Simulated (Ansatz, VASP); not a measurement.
**Ba: VASP beside Ansatz**

The input INCAR:

```
SYSTEM = Ba
ALGO = Fast
EDIFF = 1E-6
ENCUT = 520
GGA = PE
ISIF = 2
ISMEAR = 0
LASPH = .True.
LCHARG = .False.
LREAL = .False.
LWAVE = .False.
NBANDS = 11
NELM = 100
PREC = Accurate
SIGMA = 0.1
```

KPOINTS

```
k-points
0
Gamma
  10 10 10
  0 0 0
```

File POSCAR:

```
Ba
1.0
    3.9347987890      0.2350630524     -0.0638979731
    0.2350630524      3.9347987890     -0.0638979731
   -0.0638979731     -0.0638979731      3.8500977358
Ba
1
Direct
    0.0000000000      0.0000000000      0.0000000000
```

Input for Ansatz:

```yaml
crystal:
  lattice:
    - [3.934798789, 0.2350630524, -0.0638979731]
    - [0.2350630524, 3.934798789, -0.0638979731]
    - [-0.0638979731, -0.0638979731, 3.8500977358]
  atoms:
    - { symbol: Ba, position: [0.0, 0.0, 0.0] }
basis:
  ecutwfc: 420
kpoints:
  mp_grid: { grid: [10, 10, 10] }
hamiltonian:
  xc: pbe
scf:
  occupations: { method: gaussian, width: 0.1 }
output:
  forces: true
  stress: true
  eigenvalues: true
```

Alike in both runs: task single point; functional PBE; k mesh 10 × 10 × 10; occupations gaussian, width 0.1 eV; no spin polarisation.

|  | VASP | Ansatz |
| --- | --- | --- |
| version | VASP 6.6.1 | Ansatz 0.2.0 |
| potentials or method | VASP PAW PBE potentials, release 64 (Ba_sv) | scalar-relativistic, plane waves, PAW |
| plane-wave cutoff (eV) | 520 | 420 |
| valence electrons in the cell | 10 | 10 |

VASP gave:

| Item | Value |
| --- | --- |
| gap on the k mesh at the Fermi level (eV) | none |
| pressure (GPa) | 0.4 |
| largest component of the traceless stress (GPa) | 0.58 |

Q: What did Ansatz give for the same quantities?

A: gap on the k mesh at the Fermi level (eV): none; pressure (GPa): 0.3; largest component of the traceless stress (GPa): 0.56.

A gap of «none» marks a metal or a gap that the smearing closes.

The runs have no spin-orbit coupling, so splittings on Ba are missing.
